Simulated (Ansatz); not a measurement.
Crystal: TePb.

```
Pb Te
1.0
     4.00229    0.00000    0.00000
     0.00000    4.00229    0.00000
     0.00000    0.00000    4.00229
Pb Te
1 1
Direct
  0.00000 0.00000 0.00000
  0.50000 0.50000 0.50000
```

Measurements of this composition are mostly on another form, of space group No. 225.

* Program: Ansatz 0.2.0
* Task: relaxation of cell and atoms
* Functional: PBE
* Dispersion: D4
* Potentials or basis: all-electron LAPW, scalar-relativistic
* Basis error allowed: 0.001 eV/atom
* k mesh: 7 × 7 × 7
* Occupations: fermi-dirac, width 0.05 eV
* Spin: no spin polarisation

At the start: volume 32.05 Å³/atom.

Problem. How do energy, volume and symmetry change on relaxing?

Solution. Over 4 steps the energy falls by 3.0 meV/atom and the volume is 32.34 Å³/atom (+0.9 %); space group Pm-3m (No. 221, to 0.05 Å).

Step by step:
| step | energy change (eV) | largest force (eV/Å) | volume (Å³) |
| --- | --- | --- | --- |
| 1 | 0.0000 | 0.0000 | 64.11 |
| 2 | -0.0041 | 0.0000 | 65.05 |
| 3 | -0.0059 | 0.0000 | 64.68 |
| 4 | -0.0059 | 0.0000 | 64.68 |

Final structure:
```cif
data_structure
_symmetry_space_group_name_H-M 'P 1'
_symmetry_Int_Tables_number 1
_cell_length_a 4.0142
_cell_length_b 4.0142
_cell_length_c 4.0142
_cell_angle_alpha 90.000
_cell_angle_beta 90.000
_cell_angle_gamma 90.000
_cell_volume 64.68
loop_
_atom_site_label
_atom_site_type_symbol
_atom_site_fract_x
_atom_site_fract_y
_atom_site_fract_z
_atom_site_occupancy
Pb1 Pb 0.00000 0.00000 0.00000 1
Te1 Te 0.50000 0.50000 0.50000 1
```
